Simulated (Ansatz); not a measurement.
# Ti (hcp): from the first guess to the electronic structure, part 2 of 2

Aim: bring Ti (hcp) to zero pressure, then compute its bands, density of states and charges. Whether the element takes this structure at low temperature is a separate question.

Ansatz 0.2.0; DFT LDA, scalar-relativistic, plane waves, PAW. Earlier steps stand in the parts before.

### 3 Relaxing cell and atoms once more, on the mesh of the new cell

The input, input.yaml:

```yaml
crystal:
  lattice:
    - [2.8629259344, 0.0, 0.0]
    - [-1.4314629672, 2.4793665884, 0.0]
    - [0.0, 0.0, 4.5342644839]
  atoms:
    - { symbol: Ti, position: [0.3333333333, 0.6666666667, 0.75] }
    - { symbol: Ti, position: [0.6666666667, 0.3333333333, 0.25] }
basis:
  ecutwfc: 420
  ecutrho_ratio: 4
kpoints:
  mp_grid: { grid: [16, 16, 10] }
hamiltonian:
  xc: lda
scf:
  occupations: { method: gaussian, width: 0.05 }
output:
  forces: true
  stress: true
  eigenvalues: true
relax:
  f_tol: 0.01
  max_steps: 30
  cell: { stress_tol: 0.1 }
```

The log of the run, cut to the lines that bear on the results:

```text
Warning: RAYON_NUM_THREADS=4 ignored (pool sized by the plan → 4); use --threads N
[...]
Pseudopotentials: kind: paw
Pseudopotential: Ti, paw, valence charge 12, recommended cutoff 420 eV (normal), Ti.paw.azcp
Functional definition: SPW92
[...]
Crystal: 2 atoms, lattice volume = 32.185 Å³
Basis set: ecut = 420 eV, 615 PW (Γ)
Bands: 16, of which v1, the nominal top of the filled ones, is band 12 counted from 1 (11 counted from 0)
Symmetry: 24 space group operations
Space group: P63/mmc (ITA 194), of the structure as read, at distance tolerance 3.2e-5 Å
k-points: 180 of 2560
[...]
SCF iter   1: F=—  HF=-4900.607133 eV  |F-HF|=—  |Δ(HF+E_count)|=         —  Δρ=7.17e-3  dr2=7.26e-3  ethr=1.77e-3  ⟨swp⟩=4.2  Hψ=11799  notcnv=0
[...]
  atom   2  Ti    -0.00000000     0.00000000     0.00000000
[...]
--- Stress (GPa, compression-positive) ---
        0.021776       0.000000       0.000000
       -0.000000       0.021776       0.000000
        0.000000       0.000000      -0.025447
  P = ⅓ Tr σ = 0.0060 GPa (0.060 kbar)
--- Band table (eV; the first three rows and the last of 180) ---
  k-point 0: bands = ["-41.8221", "-41.6255", "-18.8404", "-18.0032", "-18.0032", "-17.9068", "-17.8726", "-17.8726", "8.0312", "11.4360", "15.0886", "15.0886", "15.2294", "15.3964", "15.6479", "15.6479"]
[...]
--- Relaxed structure (1 steps of the walk, 1 accepted, 1 SCFs on fresh bases) ---
  F+E_penalty+E_count = -4900.60475691 eV   max|allowed force component| = 3.331e-16 eV/Å   (the final SCF, on the basis selected at the relaxed cell)
  cell:  # Å, volume = 32.1853 Å³
    - [2.8629259344325044, 0.0, 0.0]
    - [-1.4314629672162522, 2.4793665883718505, 0.0]
    - [0.0, 0.0, 4.5342644839]
  atoms:
    - { symbol: Ti, position: [0.33333333333333337, 0.6666666666666667, 0.7500000000000001] }
    - { symbol: Ti, position: [0.6666666666666667, 0.33333333333333337, 0.25] }
```

It took 2.7 s on 4 threads of an x86-64 CPU, shared host; peak memory 0.46 GiB.

Relaxation path:

```csv
step,energy from step 1 (meV/atom),largest force component (eV/Å),pressure (GPa),volume (Å³/atom)
1,0.0,0.000,0.01,16.093
2,0.0,0.000,0.01,16.093
```

Step 1 is the start. Step 2 repeats the geometry before it on a plane-wave basis chosen anew for the final cell, which leaves the energy as it was.

Result: volume 16.093 Å³/atom, pressure 0.01 GPa, metallic.

### 4 The cell, before and after

The cell before and after:

| cell as typed | before | after | change |
| --- | --- | --- | --- |
| a (Å) | 2.950 | 2.863 | -3.0 % |
| b (Å) | 2.950 | 2.863 | -3.0 % |
| c (Å) | 4.685 | 4.534 | -3.2 % |
| volume (Å³/atom) | 17.653 | 16.093 | -8.8 % |
| shortest distance (Å) | 2.896 | 2.806 | -3.1 % |
| space group | P6_3/mmc | P6_3/mmc | same |

### 5 The electronic structure

Changes to input.yaml since step 3:

```diff
@@ -13,2 +13,8 @@
   mp_grid: { grid: [16, 16, 10] }
+  band_path:
+    path:
+      - [[0.0, 0.0, 0.0], [0.5, 0.0, 0.0], [0.33333333, 0.33333333, 0.0], [0.0, 0.0, 0.0], [0.0, 0.0, 0.5], [0.5, 0.0, 0.5], [0.33333333, 0.33333333, 0.5], [0.0, 0.0, 0.5]]
+      - [[0.5, 0.0, 0.5], [0.5, 0.0, 0.0]]
+      - [[0.33333333, 0.33333333, 0.5], [0.33333333, 0.33333333, 0.0]]
+    npoints: 14
 hamiltonian:
@@ -21,5 +27,4 @@
   eigenvalues: true
-relax:
-  f_tol: 0.01
-  max_steps: 30
-  cell: { stress_tol: 0.1 }
+  populations: true
+  dos: { projected: true, de: 0.02, nscf_kmesh: { grid: [24, 24, 15] } }
+  bader: true
```

The log of the run, cut to the lines that bear on the results:

```text
Warning: RAYON_NUM_THREADS=4 ignored (pool sized by the plan → 4); use --threads N
[...]
Pseudopotentials: kind: paw
Pseudopotential: Ti, paw, valence charge 12, recommended cutoff 420 eV (normal), Ti.paw.azcp
Functional definition: SPW92
[...]
Crystal: 2 atoms, lattice volume = 32.185 Å³
Basis set: ecut = 420 eV, 615 PW (Γ)
Bands: 16, of which v1, the nominal top of the filled ones, is band 12 counted from 1 (11 counted from 0)
Symmetry: 24 space group operations
Space group: P63/mmc (ITA 194), of the structure as read, at distance tolerance 3.2e-5 Å
k-points: 180 of 2560
[...]
SCF iter   1: F=—  HF=-4900.607133 eV  |F-HF|=—  |Δ(HF+E_count)|=         —  Δρ=7.17e-3  dr2=7.26e-3  ethr=1.77e-3  ⟨swp⟩=4.2  Hψ=11799  notcnv=0
[...]
SCF iter   6: F=-4900.604757 eV  HF=-4900.604757 eV  |F-HF|=1.27e-11  |Δ(HF+E_count)|=   1.53e-8  Δρ=4.44e-7  dr2=2.78e-11  ethr=4.75e-11  ⟨swp⟩=1.3  Hψ=8933  notcnv=0
[...]
E sigma→0 (E₀):  -4900.603786 eV
Entropy (-TS):   -0.001942 eV (-0.971 meV/atom)
Fermi energy:    14.315911 eV
[...]
--- Forces (eV/Å), atoms counted from 1 ---
  atom   1  Ti     0.00000000    -0.00000000     0.00000000
  atom   2  Ti     0.00000000     0.00000000     0.00000000
[...]
--- Stress (GPa, compression-positive) ---
        0.021780       0.000000       0.000000
       -0.000000       0.021780       0.000000
        0.000000       0.000000      -0.025447
  P = ⅓ Tr σ = 0.0060 GPa (0.060 kbar)
--- Band table (eV; the first three rows and the last of 180) ---
  k-point 0: bands = ["-41.8221", "-41.6255", "-18.8404", "-18.0032", "-18.0032", "-17.9068", "-17.8726", "-17.8726", "8.0312", "11.4360", "15.0886", "15.0886", "15.2294", "15.3964", "15.6479", "15.6479"]
[...]
--- Löwdin populations: 2 sites ---
  site symbol       q [e]
     0     Ti     11.8886
     1     Ti     11.8886
  spilling = 0.009280 (of n_electrons = 24.000000)
--- Bader charges: 2 sites ---
  site symbol  charge [e]  shift [e]
     0     Ti      0.0000     0.0000
     1     Ti      0.0000     0.0000
  estimated error of the sums over rays = 3.4e-4 e
```

It took 5.5 s on 4 threads of an x86-64 CPU, shared host; peak memory 0.43 GiB.

Read off: volume 16.093 Å³/atom, pressure 0.01 GPa, metallic.

From the band file, the three levels under and over the Fermi level at the path's corners (eV, zero at the Fermi level):

```csv
point,filled,empty
Γ,-6.29 -2.88,
M,-2.41 -2.07 -0.48,0.43
K,-1.43 -1.43 -1.34,0.21 0.21
A,-4.33 -4.33,0.07 0.07
L,-2.76 -0.93 -0.93,
H,-1.22 -0.16 -0.16,
```

Empty levels over 0.7 eV, where the set of bands solved is no longer complete, are left out.

Where fewer filled levels are listed, no further ones lie within 9 eV under the Fermi level in the band file.

Bands that cross the Fermi level on the path (counted from 0), with the number of crossings: 10: 4, 11: 4, 12: 3, 13: 3.

The density of states, summed over windows 1 eV wide (Fermi level at zero):

```csv
from,to,total,Ti 3d,Ti 4s
-7,-6,0.01,0.00,0.01
-6,-5,0.15,0.00,0.12
-5,-4,0.29,0.02,0.23
-4,-3,0.56,0.14,0.39
-3,-2,1.93,1.36,0.52
-2,-1,2.42,2.15,0.17
-1,0,2.55,2.27,0.12
```

The projection uses the shells of the potentials' files: it has no valence p orbitals on Ti, so such weight is missing from the shares.

### 6 Results

This closing draws on all 2 parts. Changes of volume or cell count from the first structure of part 1.

```
                 quantity                                                                       value
              space group                                                          P6_3/mmc (No. 194)
        conventional cell  a = 2.863 Å, b = 2.863 Å, c = 4.534 Å, α = 90.00°, β = 90.00°, γ = 120.00°
                   volume                                                              16.093 Å³/atom
                 pressure                                                                    0.01 GPa
                      gap                                                                none (metal)
states at the Fermi level     about 2.6 (mean within 0.5 eV; 1.8 at the level itself) per eV per cell
```

Over the 2 runs shown the cell moved from 17.65 to 16.09 Å³/atom, a change of -8.8 %, where the pressure is zero within 0.01 GPa. It comes out metallic; the largest share of the states at the Fermi level is Ti 3d (96 % of the projected weight). A measured lattice constant a of Ti is 2.9536 Å (298 K; “Impact of oxygen ordering on titanium lattice parameters”, 2024, arxiv:2402.07147); the calculated 2.863 Å misses it by -3.1 %. 4 values of this kind are on record (2.9536 to 2.9646 Å); this one was drawn at random, colder ones first, those with a stated uncertainty first. The calculation is for 0 K without zero-point motion. A measured lattice constant c of Ti is 4.685 Å (298 K; “Impact of oxygen ordering on titanium lattice parameters”, 2024, arxiv:2402.07147); the calculated 4.534 Å misses it by -3.2 %. 4 values of this kind are on record (4.685 to 4.7036 Å); this one was drawn at random, colder ones first, those with a stated uncertainty first.
